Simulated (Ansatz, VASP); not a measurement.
Two plane-wave programs on ZnO (zincite)

```
Zn O
1.0
     3.23006    0.00000    0.00000
     0.00000    5.21411    0.00000
     0.00000    0.00000   18.72975
Zn O
4 4
Cartesian
  0.0000 2.4645 7.9758
  1.6150 5.2264 8.1659
  1.6150 2.6194 10.5639
  0.0000 5.0716 10.7539
  0.0000 0.6891 7.4611
  1.6150 3.3099 8.5062
  1.6150 0.7029 10.2236
  0.0000 3.2961 11.2687
```

Alike in both runs: functional PBEsol; k mesh 8 × 5 × 1; occupations gaussian, width 0.05 eV; no spin polarisation.

Ansatz relaxed the structure, and its values are those at the end. VASP's run is a single point on that final structure, the one shown.

|  | VASP | Ansatz |
| --- | --- | --- |
| version | VASP 6.6.1 | Ansatz 0.2.0 |
| potentials or method | VASP PAW PBE potentials, release 64 (Zn, O) | scalar-relativistic, plane waves, PAW |
| plane-wave cutoff (eV) | 520 | 420 |
| valence electrons in the cell | 72 | 72 |

|  | VASP | Ansatz | Ansatz less VASP |
| --- | --- | --- | --- |
| gap on the k mesh at the Fermi level (eV) | 1.28 | 1.29 | +0.006 |
| least direct gap on the mesh (eV) | 1.28 | 1.29 | +0.006 |
| rms of the force components (eV/Å) | 0.033 | 0.005 | -0.0280 |

Caveats: the PAW data sets were made with another functional, which shifts forces and pressure a little (VASP).
